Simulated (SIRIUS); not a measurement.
**AgBr under changes of volume**

One of the cells (23.644 Å³/atom); the others are scaled copies at fixed shape and fractional positions:

```
Ag Br
1.0
     0.00000    2.87015    2.87015
     2.87015    0.00000    2.87015
     2.87015    2.87015    0.00000
Ag Br
1 1
Direct
  0.00000 0.00000 0.00000
  0.50000 0.50000 0.50000
```

```yaml
Program: SIRIUS 7.12.0
Functional: RPBE
Potentials_or_basis: all-electron FP-LAPW
Cutoff: 167 eV
Basis: apw+lo standard
k_mesh: 8 × 8 × 8
Occupations: fermi-dirac, width 0.05 eV
Spin: no spin polarisation
```

| volume (Å³/atom) | energy over the lowest point (meV/atom) | gap on the mesh (eV) |
| --- | --- | --- |
| 22.225 | ? | ? |
| 22.698 | 69.08 | 0.82 |
| 23.171 | 49.07 | 0.83 |
| 23.644 | 32.24 | 0.83 |
| 24.116 | 18.86 | 0.84 |
| 24.589 | 8.29 | 0.85 |
| 25.062 | 0.00 | 0.86 |

Question: What does the run at 22.225 Å³/atom give?

Answer: Energy over the lowest point 93.36 meV/atom; gap on the mesh 0.82 eV.

Worked out: A Birch-Murnaghan fit of order 3 (a polynomial in V^(-2/3)) to the other rows has no minimum within the range. It gives 93.22 meV/atom at 22.225 Å³/atom, against the run's 93.36. A straight line through the other rows of the gap, of slope 0.389 eV per unit of ln V, extrapolates to 0.81 eV, against the run's 0.82.

Energies are extrapolated to zero smearing.

A mesh can miss the band edges. Spin-orbit coupling on Ag, Br is left out.
